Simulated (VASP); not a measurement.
# NaCl in VASP: one cell, several levels of theory

Aim: gap, levels, forces and stress of NaCl in the CsCl-type structure, under +2.9 % equal strain in all directions at fixed geometry. Runs: PBE, r2SCAN. This is a trial cell built on a prototype, not taken from a measured structure, and it needn't be the compound's ground state.

The runs shown are made with VASP 6.6.1. PAW datasets, plane waves. Values at 0 K without nuclear motion; spin polarisation is off, and the phase may be a hypothetical one.

### Step 1. The cell

The cell comes from an earlier relaxation with r2SCAN in another program.

The symmetry is Pm-3m (No. 221, cubic); conventional cell a = 3.561 Å, 22.58 Å³ an atom. Around Na lie 8 Cl at 3.08 Å; around Cl lie 8 Na at 3.08 Å.

As a file:

```cif
data_structure
_symmetry_space_group_name_H-M 'Pm-3m'
_symmetry_Int_Tables_number 221
_cell_length_a 3.5609
_cell_length_b 3.5609
_cell_length_c 3.5609
_cell_angle_alpha 90.000
_cell_angle_beta 90.000
_cell_angle_gamma 90.000
_cell_volume 45.15
loop_
_atom_site_label
_atom_site_type_symbol
_atom_site_symmetry_multiplicity
_atom_site_Wyckoff_symbol
_atom_site_fract_x
_atom_site_fract_y
_atom_site_fract_z
_atom_site_occupancy
Na1 Na 1 a 0.00000 0.00000 0.00000 1
Cl1 Cl 1 b 0.50000 0.50000 0.50000 1
```

### Step 2. PBE

INCAR reads:

```
ENCUT = 520.000000
SIGMA = 0.020000
EDIFF = 1.00e-07
GGA = PE
PREC = Accurate
IBRION = -1
ISIF = 2
ISMEAR = -1
NBANDS = 14
NELM = 120
NSW = 0
LASPH = .TRUE.
LCHARG = .FALSE.
LWAVE = .FALSE.
LREAL = .FALSE.
```

KPOINTS reads:

```
KPOINTS created by Atomic Simulation Environment
0
Gamma
8 8 8
0 0 0
```

KPOINTS_OPT reads:

```
special points
5
Reciprocal
0.0000000000 0.0000000000 0.0000000000 1
0.0000000000 0.5000000000 0.0000000000 1
0.5000000000 0.5000000000 0.0000000000 1
0.5000000000 0.5000000000 0.5000000000 1
0.0000000000 0.5000000000 0.5000000000 1
```

POSCAR reads:

```
Na Cl
 1.0000000000000000
     3.5609105586999998    0.0000000000000000    0.0000000000000000
     0.0000000000000000    3.5609105586999998    0.0000000000000000
     0.0000000000000000    0.0000000000000000    3.5609105586999998
 Na  Cl
   1   1
Cartesian
  0.0000000000000000  0.0000000000000000  0.0000000000000000
  1.7804552793499999  1.7804552793499999  1.7804552793499999
```

Potentials: the recommended PBE PAW datasets, 14 valence electrons in the neutral cell.

Started as:

```
$ mpirun -np 1 vasp_std
```

### Step 3. r2SCAN

INCAR reads:

```
ENCUT = 520.000000
SIGMA = 0.010000
EDIFF = 1.00e-07
ALGO = Normal
METAGGA = R2SCAN
PREC = Accurate
IBRION = -1
ISIF = 2
ISMEAR = 0
NBANDS = 14
NELM = 120
NSW = 0
LASPH = .TRUE.
LCHARG = .FALSE.
LWAVE = .FALSE.
LREAL = .FALSE.
```

KPOINTS is that of step 2.

KPOINTS_OPT is that of step 2.

POSCAR is that of step 2.

Q: Predict the outcome of this session. Wanted: for each run, gap; pressure.

**Answer**, as computed:

| level | gap (eV) | pressure (GPa) |
| --- | --- | --- |
| PBE | 3.82 | -1.11 |
| r2SCAN | 4.64 | -2.29 |

**Reading.** The gap runs from 3.82 eV (PBE) to 4.64 eV (r2SCAN). The pressure is highest with PBE (-1.1 GPa) and lowest with r2SCAN (-2.3 GPa), which orders the cells that they would relax to.
